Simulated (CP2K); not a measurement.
Runs of CP2K 2026.2 on Ge. It takes space group Cmmm (No. 65, orthorhombic). The conventional cell has a = 2.794 Å, b = 5.201 Å, c = 2.698 Å, α = 90.00°, β = 90.00°, γ = 90.00°. Around Ge (site symmetry mmm) lie 8 Ge at 2.70 to 2.95 Å. This isn't the form of Ge at room conditions, which is diamond.

| task | level | potentials or basis | cell | smearing | EPS_DEFAULT | NGRIDS | basis sets | potentials | CUTOFF of the grids | gap on the mesh (eV) | pressure (GPa) |
| --- | --- | --- | --- | --- | --- | --- | --- | --- | --- | --- | --- |
| single point | PBEsol | POTENTIAL_UZH Ge GTH-PBE-q4; TZVP-MOLOPT-PBE-GTH basis | cell strained at random at fixed volume | fermi-dirac 0.05 eV | 1.0E-10 | 5 | Ge TZVP-MOLOPT-PBE-GTH-q4 | Ge GTH-PBE-q4 of POTENTIAL_UZH | 450 Ry | none | -0.5 |
| band structure | SCAN | POTENTIAL_UZH Ge GTH-SCAN-q4; TZVP-MOLOPT-SCAN-GTH basis | as given | fermi-dirac 0.1 eV | 1.0E-9 | 5 | Ge TZVP-MOLOPT-SCAN-GTH-q4 | Ge GTH-SCAN-q4 of POTENTIAL_UZH | 675 Ry | none | -5.1 |
| band structure | TASK | POTENTIAL_UZH Ge GTH-SCAN-q4; TZVP-MOLOPT-SCAN-GTH basis | as given | fermi-dirac 0.05 eV | 1.0E-10 | 4 | Ge TZVP-MOLOPT-SCAN-GTH-q4 | Ge GTH-SCAN-q4 of POTENTIAL_UZH | 675 Ry | none | (a) |
| band structure | r2SCAN | POTENTIAL_UZH Ge GTH-SCAN-q4; TZVP-MOLOPT-SCAN-GTH basis | as given | fermi-dirac 0.05 eV | 1.0E-9 | 4 | Ge TZVP-MOLOPT-SCAN-GTH-q4 | Ge GTH-SCAN-q4 of POTENTIAL_UZH | 675 Ry | none | -5.9 |

Alike in all rows: no spin polarisation; k mesh 11 × 11 × 10.

Problem. Fill in the values left out.

Solution. (a) -4.4.

Caveats: the basis of atomic orbitals isn't converged, which shifts pressures, moduli and gaps; the potentials were made for another functional, which shifts forces and pressure (some runs).

A k mesh can miss the band edges, and the runs leave out spin-orbit coupling on Ge.

A gap of «none» marks a metal or a gap under the smearing width.
